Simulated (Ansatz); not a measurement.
B from a database structure, 12 atoms and 36 valence electrons in a cell of about 87 Å³, was run 7 times in Ansatz 0.2.0, each time on 1 × NVIDIA H100 80GB HBM3 with 2 threads of AMD EPYC 7R13 Processor (Zen 3) (shared host).

| run | k mesh | irreducible k | cutoff (eV) | plane waves | bands | SCF iterations | wall time | peak host memory (GiB) |
| --- | --- | --- | --- | --- | --- | --- | --- | --- |
| relaxation, PBE | 6×6×6 | 32 | 420 | 1693 | 30 | 23 | 28 s | 1 |
| relaxation, r2SCAN | 6×6×6 | 32 | 500 | 2193 | 30 | 24 | ? | ? |
| bands, PBE | 6×6×6 | 32 | 420 | 1693 | 25 | 6 | 20 s | 0.99 |
| single point, r2SCAN | 6×6×6 | 32 | 500 | 2193 | 25 | 7 | ? | ? |
| single point, HSE06 | 4×4×4 | 13 | 420 | 1693 | 25 | 13 | ? | ? |
| field response, r2SCAN | 6×6×6 | 68 | 500 | 2193 | 30 | 12 | 58 s | 2.6 |
| single point, PBE0 | 4×4×4 | 13 | 420 | 1693 | 25 | 13 | 23 s | 1.5 |

Task: Estimate the missing times and memories.

Result:
```json
{"run": "single point, HSE06", "wall time": "52 s", "peak host memory (GiB)": "1.5"}
{"run": "relaxation, r2SCAN", "wall time": "34 s", "peak host memory (GiB)": "1.1"}
{"run": "single point, r2SCAN", "wall time": "19 s", "peak host memory (GiB)": "1.1"}
```
